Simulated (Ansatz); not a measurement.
# Si on Cu(100): change of the work function, part 3 of 5

How does Si on the hollow site change the work function of Cu(100) as the layer fills?

Ansatz 0.2.0; plane-wave DFT, RPBE, Ansatz PAW (the session's first sound run).

So far, work function, upper face (eV): step 2 (the clean slab) 4.41; step 3 (17 atoms, coverage 0.25 ML, cell 2x2) 4.75.

### 4. Adsorbate added, k-mesh 6×6×1, coverage 0.5 ML

System of this step: Si/Cu(100). The cell holds 18 atoms: 16 Cu and 2 Si. Its edges and angles: a = 5.105 Å, b = 5.105 Å, c = 25.321 Å, α = 90.0°, β = 90.0°, γ = 90.0°. Vacuum lies along c.

Another coverage, to see how the dipoles act on each other as their distance changes.

Contents of input.yaml:

```yaml
crystal:
  lattice:
    - [5.1053109602, 0.0, 0.0]
    - [0.0, 5.1053109602, 0.0]
    - [0.0, 0.0, 25.3210422323]
  atoms:
    - { symbol: Cu, position: [0.25, 0.25, 0.3554356064] }
    - { symbol: Cu, position: [0.0, 0.0, 0.4267201919] }
    - { symbol: Cu, position: [0.25, 0.25, 0.5011190358] }
    - { symbol: Cu, position: [0.0, 0.0, 0.5733443578] }
    - { symbol: Cu, position: [0.25, 0.75, 0.3554356064] }
    - { symbol: Cu, position: [0.0, 0.5, 0.4267201919] }
    - { symbol: Cu, position: [0.25, 0.75, 0.5011190358] }
    - { symbol: Cu, position: [0.0, 0.5, 0.5733443578] }
    - { symbol: Cu, position: [0.75, 0.25, 0.3554356064] }
    - { symbol: Cu, position: [0.5, 0.0, 0.4267201919] }
    - { symbol: Cu, position: [0.75, 0.25, 0.5011190358] }
    - { symbol: Cu, position: [0.5, 0.0, 0.5733443578] }
    - { symbol: Cu, position: [0.75, 0.75, 0.3554356064] }
    - { symbol: Cu, position: [0.5, 0.5, 0.4267201919] }
    - { symbol: Cu, position: [0.75, 0.75, 0.5011190358] }
    - { symbol: Cu, position: [0.5, 0.5, 0.5733443578] }
    - { symbol: Si, position: [0.25, 0.25, 0.6445643936] }
    - { symbol: Si, position: [0.75, 0.75, 0.6445643936] }
kpoints:
  mp_grid: { grid: [6, 6, 1] }
hamiltonian:
  xc: rpbe
scf:
  occupations: { method: fermi_dirac, width: 0.1 }
  convergence: { dr2_threshold: 1.0e-08 }
efield:
  axis: 3
  dipole_correction: true
  ramp_position: 0.97
  ramp_width: 0.06
relax:
  f_tol: 0.02
  max_steps: 60
  constraints: [{ sites: [0, 1, 4, 5, 8, 9, 12, 13] }]
output:
  bader: true
  dos: { projected: true, e_range: [-8, 4] }
  write_potential: true
  write_density: true
  volumetric_format: npy
```

Launch:

```console
ansatz run input.yaml --threads 4 --pin off --max-ram 12288MiB --backend cpu --events-out ev --progress --plain --runs-dir out
```

Numbers of over 12 decimals in the logs are rounded to 6 here.

The log of the run:

```text
[...]
Crystal: 18 atoms, lattice volume = 659.973 Å³
Basis set: ecut = 420 eV, 12877 PW (Γ), exchange–correlation on 72×72×360 points (8 copies of the dense FFT grid, shifted against one another)
Bands: 188, of which v1, the nominal top of the filled ones, is band 156 counted from 1 (155 counted from 0)
Symmetry: 16 space group operations
[...]
k-points: 10 of 36
[...]
SCF iter   1: F=—  HF=-107358.691809 eV  |F-HF|=—  |Δ(HF+E_count)|=         —  Δρ=6.56e-3  dr2=8.39e-1  ethr=1.77e-3  p=-0.101 e·Å  D=-2.78e-2 V/Å  ΔV_dip=0.70 eV  dr2_dipole=3.10e-1  V_vac-E_F(+/−)=4.95/4.25 eV  ⟨swp⟩=9.0  Hψ=8510  notcnv=0  defer=71
[...]
SCF iter  14: F=-107358.680897 eV  HF=-107358.680897 eV  |F-HF|=7.13e-9  |Δ(HF+E_count)|=   3.06e-8  Δρ=2.44e-7  dr2=4.33e-10  ethr=3.21e-12  p=-0.071 e·Å  D=-1.95e-2 V/Å  ΔV_dip=0.49 eV  dr2_dipole=4.30e-12  V_vac-E_F(+/−)=4.86/4.36 eV  ⟨swp⟩=19.4  Hψ=14846  notcnv=0
SCF 1 converged in 14 iterations: F = -107358.680897 eV  dr2 = 4.33e-10
[...]
relax step   1: F+E_penalty+E_count = -107358.68089696 eV  Δ(F+E_penalty+E_count) = +0.000e0 eV  max|allowed force component| = 9.192e-1 eV/Å  Δτ_max = 0.0000 Å  (14 SCF iters, accepted)
[...]
SCF iter  12: F=-107358.834190 eV  HF=-107358.834190 eV  |F-HF|=4.11e-8  |Δ(HF+E_count)|=   2.04e-7  Δρ=1.10e-6  dr2=8.50e-9  ethr=3.21e-12  p=-0.070 e·Å  D=-1.93e-2 V/Å  ΔV_dip=0.49 eV  dr2_dipole=1.39e-9  V_vac-E_F(+/−)=4.85/4.36 eV  ⟨swp⟩=15.5  Hψ=13905  notcnv=0
SCF 2 converged in 12 iterations: F = -107358.834190 eV  dr2 = 8.50e-9
relax step   2: F+E_penalty+E_count = -107358.83419040 eV  Δ(F+E_penalty+E_count) = -1.533e-1 eV  max|allowed force component| = 5.901e-1 eV/Å  Δτ_max = 0.0681 Å  (12 SCF iters, accepted)
SCF iter   1: F=—  HF=-107358.944099 eV  |F-HF|=—  |Δ(HF+E_count)|=         —  Δρ=4.01e-3  dr2=1.07e-1  ethr=4.73e-4  p=-0.070 e·Å  D=-1.93e-2 V/Å  ΔV_dip=0.49 eV  dr2_dipole=6.39e-3  V_vac-E_F(+/−)=4.86/4.37 eV  ⟨swp⟩=4.7  Hψ=4083  notcnv=0  defer=179
[...]
SCF iter  14: F=-107358.922703 eV  HF=-107358.922703 eV  |F-HF|=3.44e-8  |Δ(HF+E_count)|=   1.81e-8  Δρ=3.61e-7  dr2=1.15e-9  ethr=3.21e-12  p=-0.063 e·Å  D=-1.73e-2 V/Å  ΔV_dip=0.44 eV  dr2_dipole=5.97e-14  V_vac-E_F(+/−)=4.80/4.36 eV  ⟨swp⟩=14.3  Hψ=12919  notcnv=0
SCF 3 converged in 14 iterations: F = -107358.922703 eV  dr2 = 1.15e-9
relax step   3: F+E_penalty+E_count = -107358.92270260 eV  Δ(F+E_penalty+E_count) = -8.851e-2 eV  max|allowed force component| = 9.853e-2 eV/Å  Δτ_max = 0.1035 Å  (14 SCF iters, accepted)
SCF iter   1: F=—  HF=-107358.924780 eV  |F-HF|=—  |Δ(HF+E_count)|=         —  Δρ=4.57e-4  dr2=1.22e-3  ethr=1.04e-5  p=-0.063 e·Å  D=-1.73e-2 V/Å  ΔV_dip=0.44 eV  dr2_dipole=8.42e-6  V_vac-E_F(+/−)=4.80/4.36 eV  ⟨swp⟩=2.6  Hψ=3579  notcnv=0  defer=171
[...]
SCF iter  10: F=-107358.924543 eV  HF=-107358.924543 eV  |F-HF|=1.31e-8  |Δ(HF+E_count)|=   1.06e-9  Δρ=1.19e-6  dr2=7.59e-9  ethr=3.21e-12  p=-0.065 e·Å  D=-1.77e-2 V/Å  ΔV_dip=0.45 eV  dr2_dipole=6.19e-11  V_vac-E_F(+/−)=4.81/4.36 eV  ⟨swp⟩=11.5  Hψ=13962  notcnv=0
SCF 4 converged in 10 iterations: F = -107358.924543 eV  dr2 = 7.59e-9
relax step   4: F+E_penalty+E_count = -107358.92454299 eV  Δ(F+E_penalty+E_count) = -1.840e-3 eV  max|allowed force component| = 7.242e-3 eV/Å  Δτ_max = 0.0197 Å  (10 SCF iters, accepted)
[...]
SCF converged after 10 iterations
Free energy (F): -107358.924543 eV
[...]
Internal energy: -107358.688014 eV  (E = F + TS)
E sigma→0 (E₀):  -107358.806278 eV
Entropy (-TS):   -0.236529 eV (-13.141 meV/atom)
Fermi energy:    2.285241 eV
Dipole field:    D = -0.017742 V/Å  (p = -0.064710 e·Å, saw-weighted, corrected)
Work function:   Φ+ = 4.8095 eV   Φ− = 4.3602 eV
[...]
--- Forces (eV/Å), atoms counted from 1 ---
  atom   1  Cu     0.00000000     0.00000000    -0.06658617
  atom   2  Cu     0.00000000    -0.00000000     0.08447395
  atom   3  Cu     0.00000000     0.00000000    -0.00078691
  atom   4  Cu     0.00000000    -0.00000000     0.00012132
  atom   5  Cu     0.00000000     0.00000000    -0.10112633
  atom   6  Cu     0.00000000    -0.00000000     0.08447395
  atom   7  Cu     0.00000000     0.00000000    -0.00724199
  atom   8  Cu     0.00000000     0.00000000     0.00012132
  atom   9  Cu     0.00000000    -0.00000000    -0.10112633
  atom  10  Cu     0.00000000    -0.00000000     0.08447395
  atom  11  Cu     0.00000000    -0.00000000    -0.00724199
  atom  12  Cu    -0.00000000     0.00000000     0.00012132
  atom  13  Cu     0.00000000     0.00000000    -0.06658617
  atom  14  Cu     0.00000000     0.00000000     0.08447395
  atom  15  Cu    -0.00000000     0.00000000    -0.00078691
  atom  16  Cu     0.00000000    -0.00000000     0.00012132
  atom  17  Si     0.00000000     0.00000000     0.00654132
  atom  18  Si     0.00000000     0.00000000     0.00654132
  max |Σ_I F_I| component: 1.91e-5 eV/Å
--- Band table (eV; the first three rows and the last of 10) ---
  k-point 0: bands = [... 152 lower, 1.6776, 1.6776, 1.7524, 1.8975, 2.0382, 2.0490, 2.2452, 2.2452, ... 28 higher]
  k-point 1: bands = [... 152 lower, 1.5216, 1.9339, 1.9922, 2.0821, 2.1827, 2.4976, 2.7561, 3.2128, ... 28 higher]
  k-point 2: bands = [... 152 lower, 1.7678, 1.8688, 2.4053, 2.4897, 2.5873, 2.6298, 2.6427, 3.2553, ... 28 higher]
  k-point 9: bands = [... 152 lower, 1.1175, 1.1175, 1.6070, 1.6070, 2.3246, 2.3246, 3.3708, 3.3708, ... 28 higher]
--- Relaxed structure (4 steps of the walk, 4 accepted, 0 SCFs on fresh bases) ---
  F+E_penalty+E_count = -107358.92454299 eV   max|allowed force component| = 7.242e-3 eV/Å
  atoms:
    - { symbol: Cu, position: [0.25, 0.25, 0.355436] }
    - { symbol: Cu, position: [0.0, 0.0, 0.426720] }
    - { symbol: Cu, position: [0.25, 0.25, 0.501030] }
    - { symbol: Cu, position: [0, 0, 0.575844] }
    - { symbol: Cu, position: [0.25, 0.75, 0.355436] }
    - { symbol: Cu, position: [0.0, 0.5, 0.426720] }
    - { symbol: Cu, position: [0.25, 0.75, 0.500649] }
    - { symbol: Cu, position: [0, 0.5, 0.575844] }
    - { symbol: Cu, position: [0.75, 0.25, 0.355436] }
    - { symbol: Cu, position: [0.5, 0.0, 0.426720] }
    - { symbol: Cu, position: [0.75, 0.25, 0.500649] }
    - { symbol: Cu, position: [0.5, 0, 0.575844] }
    - { symbol: Cu, position: [0.75, 0.75, 0.355436] }
    - { symbol: Cu, position: [0.5, 0.5, 0.426720] }
    - { symbol: Cu, position: [0.75, 0.75, 0.501030] }
    - { symbol: Cu, position: [0.5, 0.5, 0.575844] }
    - { symbol: Si, position: [0.25, 0.25, 0.638568] }
    - { symbol: Si, position: [0.75, 0.75, 0.638568] }
--- Bader charges: 18 sites ---
  site symbol  charge [e]  shift [e]
     0     Cu     -0.0120     0.0002
     1     Cu      0.0222     0.0002
     2     Cu     -0.0017     0.0000
     3     Cu     -0.1051     0.0024
     4     Cu     -0.0294     0.0002
     5     Cu      0.0222     0.0002
     6     Cu     -0.0062     0.0000
     7     Cu     -0.1051     0.0024
     8     Cu     -0.0294     0.0002
     9     Cu      0.0222     0.0002
    10     Cu     -0.0062     0.0000
    11     Cu     -0.1051     0.0024
    12     Cu     -0.0120     0.0002
    13     Cu      0.0222     0.0002
    14     Cu     -0.0017     0.0000
    15     Cu     -0.1051     0.0024
    16     Si      0.2152     0.0047
    17     Si      0.2152     0.0047
  estimated error of the sums over rays = 3.8e-4 e
```

Elapsed: 6 min, on 4 threads of Intel Xeon Platinum 8259CL at 2.50GHz (Skylake/Cascade Lake), shared host; peak memory 3.2 GiB; 23 min of CPU time.

Relaxation path:

```csv
step,energy less that of the first step (eV),largest force component (eV/Å)
1,0.0000,0.9192
2,-0.1533,0.5901
3,-0.2418,0.0985
4,-0.2436,0.0072
```

The run keeps the 16 symmetry operations that it works with, so distortions that break them were not tested.

The atoms that moved most (Å):

```csv
atom,dx,dy,dz,length
Si18,0.000,0.000,-0.152,0.152
Si17,0.000,0.000,-0.152,0.152
Cu4,0.000,0.000,0.063,0.063
Cu8,0.000,0.000,0.063,0.063
Cu16,0.000,0.000,0.063,0.063
Cu12,0.000,0.000,0.063,0.063
Cu7,0.000,0.000,-0.012,0.012
Cu11,0.000,0.000,-0.012,0.012
```

The relaxed structure:

```cif
data_structure
_symmetry_space_group_name_H-M 'P 1'
_symmetry_Int_Tables_number 1
_cell_length_a 5.1053
_cell_length_b 5.1053
_cell_length_c 25.3210
_cell_angle_alpha 90.000
_cell_angle_beta 90.000
_cell_angle_gamma 90.000
_cell_volume 659.97
loop_
_atom_site_label
_atom_site_type_symbol
_atom_site_fract_x
_atom_site_fract_y
_atom_site_fract_z
_atom_site_occupancy
Cu1 Cu 0.25000 0.25000 0.35544 1
Cu2 Cu 0.00000 0.00000 0.42672 1
Cu3 Cu 0.25000 0.25000 0.50103 1
Cu4 Cu 0.00000 0.00000 0.57584 1
Cu5 Cu 0.25000 0.75000 0.35544 1
Cu6 Cu 0.00000 0.50000 0.42672 1
Cu7 Cu 0.25000 0.75000 0.50065 1
Cu8 Cu 0.00000 0.50000 0.57584 1
Cu9 Cu 0.75000 0.25000 0.35544 1
Cu10 Cu 0.50000 0.00000 0.42672 1
Cu11 Cu 0.75000 0.25000 0.50065 1
Cu12 Cu 0.50000 0.00000 0.57584 1
Cu13 Cu 0.75000 0.75000 0.35544 1
Cu14 Cu 0.50000 0.50000 0.42672 1
Cu15 Cu 0.75000 0.75000 0.50103 1
Cu16 Cu 0.50000 0.50000 0.57584 1
Si17 Si 0.25000 0.25000 0.63857 1
Si18 Si 0.75000 0.75000 0.63857 1
```

Numbers from this step:

```yaml
energy_at_zero_smearing: -107358.8063 eV
work_function_upper_face: 4.809 eV
work_function_lower_face: 4.360 eV
dipole_along_the_normal: -0.06471 e·Å
step_between_the_vacuum_levels: 0.4492 eV
```

The density of states has structure finer than the step of the table below, so its rows give means over 0.25 eV, whole bins alone (the curve runs from -8 to 1.98 eV). Peaks (eV: height): -2.800: 113, -2.560: 116, -2.470: 74.0, -2.320: 72.2, -1.950: 86.4, -1.830: 84.8, -1.770: 81.9.

Table of density of states by energy, zero at the Fermi level; means over each step:

```csv
energy (eV),density of states (states/eV a cell)
-7.75,1.96
-7.50,2.47
-7.25,2.58
-7.00,1.62
-6.75,1.41
-6.50,2.73
-6.25,3.55
-6.00,2.63
-5.75,3.98
-5.50,5.33
-5.25,5.45
-5.00,6.65
-4.75,14.8
-4.50,21.7
-4.25,31.0
-4.00,41.6
-3.75,35.4
-3.50,39.8
-3.25,50.6
-3.00,52.4
-2.75,65.5
-2.50,63.8
-2.25,52.5
-2.00,66.8
-1.75,64.4
-1.50,39.5
-1.25,12.3
-1.00,8.24
-0.75,5.83
-0.50,8.75
-0.25,6.81
0.00,7.61
0.25,6.64
0.50,7.43
0.75,3.84
1.00,7.11
1.25,9.50
1.50,5.08
1.75,4.49
```

Projected DOS per atom over height of the atomic layer and energy from the Fermi level. Layers: Cu4 Cu4 Cu4 Cu4 Si2 from below.

Values in states/eV, 22 rows by 5 columns, each cell a mean:
```
0.10 0.12 0.11 0.11 0.60
0.22 0.22 0.18 0.18 0.99
0.12 0.17 0.12 0.12 0.75
0.25 0.25 0.22 0.18 0.91
0.30 0.28 0.29 0.22 1.06
0.32 0.29 0.29 0.30 0.98
0.45 0.37 0.35 0.29 0.80
3.24 1.90 1.42 0.37 0.58
5.83 4.05 4.52 1.45 0.50
4.57 2.98 3.42 2.52 0.40
3.29 3.21 3.81 4.82 0.57
2.13 2.84 3.26 3.82 0.48
1.42 2.56 1.50 3.44 0.42
1.00 2.60 2.12 2.91 0.51
0.60 1.19 1.17 1.56 0.50
0.22 0.43 0.47 0.50 0.22
0.21 0.27 0.36 0.29 0.18
0.14 0.17 0.25 0.10 0.13
0.14 0.23 0.27 0.06 0.13
0.05 0.15 0.10 0.02 0.08
0.06 0.17 0.10 0.08 0.44
0.04 0.12 0.07 0.13 0.55
```
Columns: height of the atomic layer (Å) from 9 to 16.2 (not evenly spaced); rows upwards: energy from the Fermi level (eV) from -7.96 to 1.95.

The relaxation took 4 steps and lowered the energy by 0.24 eV; the largest force on the free atoms ends at 0.0072 eV/Å.

The covered face has 4.81 eV, +0.40 eV against the clean one; the bare back face has moved by -0.04 eV, a measure of how thin the slab is.

### 5. The covered slab, k-mesh 12×12×1, coverage 1 ML

System of this step: Si/Cu(100). The cell holds 5 atoms: 4 Cu and 1 Si. Its edges and angles: a = 2.553 Å, b = 2.553 Å, c = 25.321 Å, α = 90.0°, β = 90.0°, γ = 90.0°. Vacuum lies along c.

Another coverage, to see how the dipoles act on each other as their distance changes.

input.yaml, the sections that differ from step 4:

```yaml
crystal:
  lattice:
    - [2.5526554801, 0.0, 0.0]
    - [0.0, 2.5526554801, 0.0]
    - [0.0, 0.0, 25.3210422323]
  atoms:
    - { symbol: Cu, position: [0.5, 0.5, 0.3554356064] }
    - { symbol: Cu, position: [0.0, 0.0, 0.4267201919] }
    - { symbol: Cu, position: [0.5, 0.5, 0.5011190358] }
    - { symbol: Cu, position: [0.0, 0.0, 0.5733443578] }
    - { symbol: Si, position: [0.5, 0.5, 0.6445643936] }
kpoints:
  mp_grid: { grid: [12, 12, 1] }
relax:
  f_tol: 0.02
  max_steps: 60
  constraints: [{ sites: [0, 1] }]
output:
  bader: true
  write_potential: true
  write_density: true
  volumetric_format: npy
# hamiltonian, scf, efield: as in step 4
```

The log of the run:

```text
[...]
Crystal: 5 atoms, lattice volume = 164.993 Å³
Basis set: ecut = 420 eV, 3249 PW (Γ), exchange–correlation on 36×36×360 points (8 copies of the dense FFT grid, shifted against one another)
Bands: 48, of which v1, the nominal top of the filled ones, is band 40 counted from 1 (39 counted from 0)
Symmetry: 8 space group operations
[...]
- { symbol: Cu, position: [0.5, 0.5, 0.500822] }
    - { symbol: Cu, position: [0, 0.0, 0.576347] }
    - { symbol: Si, position: [0.5, 0.5, 0.652367] }
--- Bader charges: 5 sites ---
  site symbol  charge [e]  shift [e]
     0     Cu     -0.0204     0.0002
     1     Cu      0.0199     0.0002
     2     Cu     -0.0045     0.0000
     3     Cu     -0.0109     0.0002
     4     Si      0.0159     0.0002
  estimated error of the sums over rays = 3.2e-4 e
[key lines of the parts left out:]
SCF converged after 8 iterations
Free energy (F): -27159.410463 eV
Fermi energy:    2.952238 eV
Dipole field:    D = -0.013764 V/Å  (p = -0.012551 e·Å, saw-weighted, corrected)
Work function:   Φ+ = 4.7177 eV   Φ− = 4.3692 eV
```

It took 62 s on 4 threads; peak memory 0.62 GiB; 3.9 min of CPU time.

The steps of the relaxation:

```csv
step,energy less that of the first step (eV),largest force component (eV/Å)
1,0.0000,0.4908
2,-0.0285,0.2790
3,-0.0428,0.0240
4,-0.0430,0.0026
```

Forces are held to the 8 operations that the run works with; a distortion that breaks them can't arise in this run.

The atoms that moved most (Å):

```csv
atom,dx,dy,dz,length
Si5,0.000,0.000,0.198,0.198
Cu4,0.000,0.000,0.076,0.076
Cu3,0.000,0.000,-0.008,0.008
```

Running mean over 1.805 Å of the planar mean; the ramp of the sawtooth is left out. Electron's electrostatic potential energy less the Fermi level against z:

```csv
z (Å),electron's electrostatic potential energy less the Fermi level (eV)
3.5,4.37
4.0,4.37
4.5,4.37
5.0,4.37
5.5,4.36
6.0,4.33
6.5,4.23
7.0,3.90
7.5,2.51
8.0,-1.57
8.5,-6.27
9.0,-8.37
9.5,-8.69
10.0,-8.78
10.5,-8.83
11.0,-8.67
11.5,-8.21
12.0,-8.18
12.5,-8.55
13.0,-8.35
13.5,-7.85
14.0,-8.14
14.5,-8.90
15.0,-8.97
15.5,-8.92
16.0,-9.66
16.5,-10.1
17.0,-7.81
17.5,-2.49
18.0,2.25
18.5,4.07
19.0,4.56
19.5,4.68
20.0,4.71
20.5,4.71
21.0,4.72
21.5,4.72
22.0,4.72
```

The relaxation took 4 steps and lowered the energy by 0.043 eV; the largest force on the free atoms ends at 0.0026 eV/Å.

The covered face has 4.72 eV, +0.30 eV against the clean one; the bare back face has moved by -0.03 eV, a measure of how thin the slab is.

### 6. Work function against coverage

This step: plane-wave DFT, RPBE, Ansatz PAW; work function against coverage (Ansatz 0.2.0).

The runs are now put side by side.

Numbers from this step:

* work function of the clean face: 4.414 eV
* largest change of the work function: 0.3954 eV

Work function of the covered face against coverage:

```csv
coverage (adsorbates/nm²),work function of the covered face (eV)
0.00,4.41
3.84,4.75
7.67,4.81
15.35,4.72
```

The dipole per adsorbate comes from the change of the cell's dipole. Coverage, by row:

```csv
coverage (1/nm²),coverage (ML),work function (eV),change (eV),"dipole per adsorbate, positive end outwards (debye)",mean height of the added atoms over the highest substrate atom (Å)
3.837,0.25,4.745,0.3311,-0.291,1.42
7.673,0.5,4.809,0.3954,-0.151,1.588
15.35,1,4.718,0.3036,-0.058,1.925
```

(Continued in part 4 of 5.)

[Logs are printed without paths, hosts, clocks, repeated set-up lines and the standing remarks that a program may print on its own settings, such as how far it seeks lower states.]

[Hosts, paths, dates, database ids (printed as entryN), source tags and the programs' standing remarks are cut or masked in the printed files.]

[Maps of the electrostatic potential energy from Ansatz leave out the sawtooth potential of an applied field or a dipole correction, so their vacuum need not be flat; planar profiles and work functions include it.]
